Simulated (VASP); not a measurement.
Input of a VASP 6.6.1 run:

Contents of INCAR:

```
  PREC = Accurate
  ENCUT = 520
  EDIFF = 1E-8
  ISMEAR = -1
  SIGMA = 0.02
  LREAL = Auto
  LASPH = T
  NELM = 100
  ALGO = Fast
  ISIF = 2
  LWAVE = F
  LCHARG = F
  GGA = PE
  LEFG = T
  NBANDS = 82
```

The input KPOINTS:

```
Automatic mesh
0
Gamma
  4 4 4
```

File POSCAR:

```
SiO2
1.0
    7.1600000000      0.0000000000      0.0000000000
    0.0000000000      7.1600000000      0.0000000000
    0.0000000000      0.0000000000      7.1600000000
Si O
8 16
Direct
    0.2550000000      0.2550000000      0.2550000000
    0.2450000000      0.7450000000      0.7550000000
    0.7550000000      0.2450000000      0.7450000000
    0.7450000000      0.7550000000      0.2450000000
    0.9920000000      0.9920000000      0.9920000000
    0.5080000000      0.0080000000      0.4920000000
    0.4920000000      0.5080000000      0.0080000000
    0.0080000000      0.4920000000      0.5080000000
    0.1250000000      0.1250000000      0.1250000000
    0.3750000000      0.8750000000      0.6250000000
    0.6250000000      0.3750000000      0.8750000000
    0.8750000000      0.6250000000      0.3750000000
    0.6600000000      0.6600000000      0.0620000000
    0.8400000000      0.3400000000      0.5620000000
    0.1600000000      0.8400000000      0.9380000000
    0.3400000000      0.1600000000      0.4380000000
    0.0620000000      0.6600000000      0.6600000000
    0.5620000000      0.8400000000      0.3400000000
    0.9380000000      0.1600000000      0.8400000000
    0.4380000000      0.3400000000      0.1600000000
    0.6600000000      0.0620000000      0.6600000000
    0.3400000000      0.5620000000      0.8400000000
    0.8400000000      0.9380000000      0.1600000000
    0.1600000000      0.4380000000      0.3400000000
```

Potentials or basis: VASP PAW PBE potentials, release 64 (Si, O).

Run with:

```sh
$ cat potpaw_PBE.64/Si/POTCAR potpaw_PBE.64/O/POTCAR > POTCAR
$ mpirun -np 1 vasp_std > vasp.out
```

Problem. What does it give for the band gap on the k mesh?

Solution. 4.16 eV, indirect (least direct gap 4.18 eV).

Problem. Estimate the pressure.

Solution. 3.3 GPa.

Forces in eV/Å, atoms in the order of the input:
```
Si  -0.856 -0.856 -0.856
Si   0.856  0.856 -0.856
Si  -0.856  0.856  0.856
Si   0.856 -0.856  0.856
Si   2.024  2.024  2.024
Si  -2.024 -2.024  2.024
Si   2.024 -2.024 -2.024
Si  -2.024  2.024 -2.024
O    1.309  1.309  1.309
O   -1.309 -1.309  1.309
O    1.309 -1.309 -1.309
O   -1.309  1.309 -1.309
O   -2.280 -1.775 -0.906
O    2.280  1.775 -0.906
O   -2.280  1.775  0.906
O    2.280 -1.775  0.906
O   -0.906 -2.280 -1.775
O   -0.906  2.280  1.775
O    0.906 -2.280  1.775
O    0.906  2.280 -1.775
O   -1.775 -0.906 -2.280
O    1.775 -0.906  2.280
O    1.775  0.906 -2.280
O   -1.775  0.906  2.280
```

Caveat: forces of over 1 eV/Å show positions far from the minimum, so gaps and moduli don't describe the material at rest. A k mesh can miss the band edges.
